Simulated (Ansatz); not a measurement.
An Ansatz run on HfO2 (fluorite) left the output below. The cell was relaxed with r2SCAN and then strained (uniaxial -2.58 % along x, other directions held), with the atoms relaxed again with r2SCAN; k points keep the names of the unstrained zone.

The cell:
```
Hf O
1.0
     0.00000    2.52918    2.52918
     2.46393    0.00000    2.52918
     2.46393    2.52918    0.00000
Hf O
1 2
Direct
  0.00000 0.00000 0.00000
  0.25000 0.25000 0.25000
  0.75000 0.75000 0.75000
```

What the program printed (shortened):
```
scf.n_extra_bands = 4 over 19 filled bands (N_el = 38.0): the run solves 23 bands
Functional definition: HSE06
Crystal: 3 atoms, lattice volume = 31.522 Å³
Basis set: ecut = 420 eV, 609 PW (Γ)
Symmetry: 16 space group operations
Space group: I4/mmm (ITA 139)
k-points: 30 of 216
[warm-up without exact exchange]
SCF 1 stopped early in 2 iterations: F = -16861.328444 eV  dr2 = 2.64e-4
[exact exchange on]
Exchange kernel: α = 0.2500, screened, ω = 0.2079 Å⁻¹, Wigner–Seitz truncation, v(0) = 1045.4763 eV·Å³, q-mesh 6×6×6
preconditioner: auto → none  [insulator: Δε(μ)=5.380 eV  ℏωp=39.7 eV]
SCF 2 stopped early in 8 iterations: F = -16861.589564 eV  dr2 = 4.61e-7
hybrid outer 1: dexx = +1.946e-2 eV, tail = 1.05e-3 eV
SCF 3 converged in 5 iterations: F = -16861.589016 eV  dr2 = 1.20e-10
hybrid outer 2: dexx = +1.891e-6 eV, tail = 1.48e-7 eV, Δε = 8.70e-3 eV
SCF 4 converged in 2 iterations: F = -16861.589016 eV  dr2 = 3.79e-10
hybrid outer 3: dexx = +2.134e-9 eV, tail = 1.25e-9 eV, Δε = 1.24e-4 eV, ΔF = 8.67e-19 eV/Å
Free energy (F): -16861.589016 eV
Fermi energy:    15.888547 eV
--- Per-component energies (eV) ---
  E_band       = -17.896806
  E_kinetic    = 773.229159
  E_local      = -5628.633041
  E_nonlocal   = -1164.230491
  E_hartree    = 2590.807059
  E_xc         = -355.398084
  E_vxc        = -360.347732
  E_exx        = -154.911818
  E_paw        = -7167.985042
  E_vpaw       = 1490.289986
  E_ewald      = -5755.570406
  E_core_change = 1.098702
--- Forces (eV/Å), atoms counted from 1 ---
  atom   1  Hf      0.00000      0.00000      0.00000
  atom   2  O       0.00000      0.00000      0.00000
  atom   3  O       0.00000      0.00000      0.00000
--- Stress (GPa, compression-positive) ---
       15.935047       0.000000       0.000000
        0.000000       2.674237       0.000000
        0.000000       0.000000       2.674237
  P = ⅓ Tr σ = 7.0945 GPa (70.945 kbar)
--- Band table (eV; the first three rows and the last of 30) ---
  k-point 0: bands = […, 9.6307, 9.6906, 9.6906, 14.8847, 14.8847, 15.2459, 21.1675, 21.4355, 23.3940, 28.6079]
  k-point 1: bands = […, 9.9577, 9.9774, 10.5002, 14.1703, 14.4211, 14.6785, 21.7016, 21.8976, 24.3197, 27.3401]
  k-point 2: bands = […, 10.5395, 10.6001, 12.0146, 12.9045, 13.7966, 13.9096, 22.2266, 22.2385, 24.4118, 27.4068]
  k-point 29: bands = […, 9.2026, 10.8985, 12.2929, 13.5433, 13.8829, 15.4073, 21.9428, 23.0263, 24.4024, 25.0746]
```

bands.tsv, columns around the gap (it counts bands from 0):
```tsv
# k_distance	band_14	band_15	band_16	band_17	band_18	band_19	band_20	band_21	band_22
# fermi_ev = 15.888547
# [0, 0, 0] at k_distance = 0.000000
# [0.5, 0, 0.5] at k_distance = 1.242138
# [0.625, 0.25, 0.625] at k_distance = 1.687153
# [0.375, 0.375, 0.75] at k_distance = 2.461292
# [0.5, 0.5, 0.5] at k_distance = 3.225337
# [0.5, 0.25, 0.75] at k_distance = 4.103661
# [0, 0.5, 0.5] at k_distance = 5.499846
# levels_relative_to = fermi_ev
0.000	-6.198	-6.198	-1.004	-1.004	-0.643	5.279	5.547	7.505	12.719
1.242	-4.155	-3.951	-2.138	-1.637	-0.284	5.259	7.383	8.358	9.922
1.687	-4.658	-3.904	-2.721	-1.648	-0.659	5.875	7.246	8.667	9.434
2.461	-4.658	-3.904	-2.721	-1.648	-0.659	5.875	7.246	8.667	9.434
3.225	-4.970	-3.580	-3.210	-2.256	-2.234	6.207	6.330	8.898	10.547
4.104	-5.762	-2.995	-2.995	-1.953	-0.554	6.589	6.771	8.771	8.771
5.500	-4.071	-4.071	-2.010	-2.010	0.000	5.274	7.358	8.806	10.230
```
In order the rows are Γ, X, U, K, L, W, X.

Task: Reconstruct the input.

Result:
```yaml
crystal:
  # lattice and atoms as above
kpoints:
  mp_grid: { grid: [6, 6, 6] }
  band_path:
    path:
      - [0.0, 0.0, 0.0]
      - [0.5, 0.0, 0.5]
      - [0.625, 0.25, 0.625]
      - [0.375, 0.375, 0.75]
      - [0.5, 0.5, 0.5]
      - [0.5, 0.25, 0.75]
      - [0.0, 0.5, 0.5]
    npoints: 1
hamiltonian:
  xc: hse06
scf:
  occupations: { method: fixed }
  n_extra_bands: 4
output:
  forces: true
  stress: true
  eigenvalues: true
```
The exchange loop and the term E_exx show exact exchange. A single point prints forces and stress when the output block asks for them. Keys that only write grids to files are left aside. Keys that aren't typed take their defaults; thresholds and the kind of smearing can't be read off these lines.

Run as `ansatz run input.yaml --threads 4 --pin off --max-ram 3686MiB --backend cpu --events-out ev --progress --plain --runs-dir out`.

Calculated for a static, non-magnetic cell.

Spin-orbit coupling is left out, which matters wherever the heavy atoms make up the band edges.

The stress of a hybrid is loosely converged in these runs.

The meshes of the hybrids are coarse, so their gaps aren't converged to the digits shown.
